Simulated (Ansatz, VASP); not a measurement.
# ZnS: VASP beside Ansatz

The input INCAR:

```
SYSTEM = ZnS
PREC = Accurate
ENCUT = 520
EDIFF = 1E-6
ISMEAR = -1
SIGMA = 0.02
LREAL = .FALSE.
LASPH = .TRUE.
NELM = 80
ALGO = Normal
ISIF = 2
LWAVE = .FALSE.
LCHARG = .FALSE.
GGA = PE
NBANDS = 16
```

Contents of KPOINTS:

```
Automatic mesh
0
G
  6 6 6
  0 0 0
```

File POSCAR:

```
ZnS
1.0
    0.0000000000      2.7020000000      2.7020000000
    2.7020000000      0.0000000000      2.7020000000
    2.7020000000      2.7020000000      0.0000000000
Zn S
1 1
Direct
    0.7500000000      0.7500000000      0.7500000000
    0.0000000000      0.0000000000      0.0000000000
```

input.yaml

```yaml
crystal:
  lattice:
    - [0.0, 2.702, 2.702]
    - [2.702, 0.0, 2.702]
    - [2.702, 2.702, 0.0]
  atoms:
    - { symbol: Zn, position: [0.75, 0.75, 0.75] }
    - { symbol: S, position: [0.0, 0.0, 0.0] }
kpoints:
  mp_grid: { grid: [6, 6, 6] }
scf:
  occupations: { method: fermi_dirac, width: 0.02 }
hamiltonian:
  xc: pbe
  pseudopotentials: { kind: all_electron, lapw: { basis_error: 0.003 } }
output:
  forces: true
  stress: true
  eigenvalues: true
```

Alike in both runs: task single point; functional PBE; k mesh 6 × 6 × 6; occupations fermi-dirac, width 0.02 eV; no spin polarisation.

|  | VASP | Ansatz |
| --- | --- | --- |
| version | VASP 6.6.1 | Ansatz 0.2.0 |
| potentials or method | VASP PAW PBE potentials, release 64 (Zn, S) | all-electron LAPW, scalar-relativistic |
| plane-wave cutoff (eV) | 520 | see its input |

Ansatz gave:

```
gap on the k mesh at the Fermi level (eV) : 2.11
least direct gap on the mesh (eV)         : 2.11
pressure (GPa)                            : 1.6
```

Q: Estimate VASP's values.

A: gap on the k mesh at the Fermi level (eV): 2.11; least direct gap on the mesh (eV): 2.11; pressure (GPa): 1.8.

Ansatz ran all-electron here, so the differences hold the error of VASP's frozen core and of both bases.

PBE gaps usually lie below the measured ones, often by a third to a half.
